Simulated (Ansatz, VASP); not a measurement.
InP: VASP beside Ansatz

File INCAR:

```
SYSTEM = InP
  ALGO = Normal
  EDIFF = 1E-6
  ENCUT = 520
  GGA = PS
  ISIF = 2
  ISMEAR = -1
  LASPH = .TRUE.
  LCHARG = .FALSE.
  LREAL = .FALSE.
  LWAVE = .FALSE.
  NBANDS = 16
  NELM = 60
  PREC = Accurate
  SIGMA = 0.05
```

KPOINTS

```
k-points
0
G
  8 8 8
  0 0 0
```

POSCAR

```
InP
1.0
    0.0000000000      2.7871711834      2.7871711834
    2.7871711834      0.0000000000      2.7871711834
    2.7871711834      2.7871711834      0.0000000000
In P
1 1
Direct
    0.0000000000      0.0000000000      0.0000000000
    0.5000000000      0.5000000000      0.5000000000
```

File input.yaml:

```yaml
crystal:
  lattice:
    - [0.0, 2.7871711834, 2.7871711834]
    - [2.7871711834, 0.0, 2.7871711834]
    - [2.7871711834, 2.7871711834, 0.0]
  atoms:
    - { symbol: In, position: [0.0, 0.0, 0.0] }
    - { symbol: P, position: [0.5, 0.5, 0.5] }
kpoints:
  mp_grid: { grid: [8, 8, 8] }
scf:
  occupations: { method: fermi_dirac, width: 0.05 }
hamiltonian:
  xc: pbesol
  pseudopotentials: { kind: all_electron, lapw: { basis_error: 0.001 } }
output:
  forces: true
  stress: true
  eigenvalues: true
```

Change from the starting cell: volume scaled by 1.02.

Alike in both runs: task single point; functional PBEsol; k mesh 8 × 8 × 8; occupations fermi-dirac, width 0.05 eV; no spin polarisation.

```csv
,VASP,Ansatz
version,VASP 6.6.1,Ansatz 0.2.0
potentials or method,"VASP PAW PBE potentials, release 64 (In_d, P)","all-electron LAPW, scalar-relativistic"
plane-wave cutoff (eV),520,see its input
```

```tsv
	VASP	Ansatz	Ansatz less VASP
gap on the k mesh at the Fermi level (eV)	none	none	-
pressure (GPa)	-4.6	-4.6	-0.02
```

A gap of «none» marks a metal or a gap that the smearing closes. Ansatz ran all-electron here, so the differences hold the error of VASP's frozen core and of both bases.

Caveats: the PAW data sets were made with another functional, which shifts forces and pressure a little (VASP).
